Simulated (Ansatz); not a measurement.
Structure types of PbS were relaxed at one common pressure (all-electron LAPW in Ansatz 0.2.0 under PBE, scalar-relativistic, no spin polarisation, zero temperature). They take these volumes:

| type | space group | V (Å³/atom) |
| --- | --- | --- |
| rocksalt | Fm-3m | 25.22 |
| CsCl | Pm-3m | 22.72 |
| zincblende | F-43m | 33.11 |
| flat h-MgO | P6_3/mmc | 30.14 |
| NiAs | P6_3/mmc | 25.44 |

Question: At about which pressure, and is the densest type also the lowest in enthalpy?

Answer: 4.5 GPa. The densest is CsCl, and it is 182 meV/atom above rocksalt: its gain in pV doesn't pay for its higher energy here.
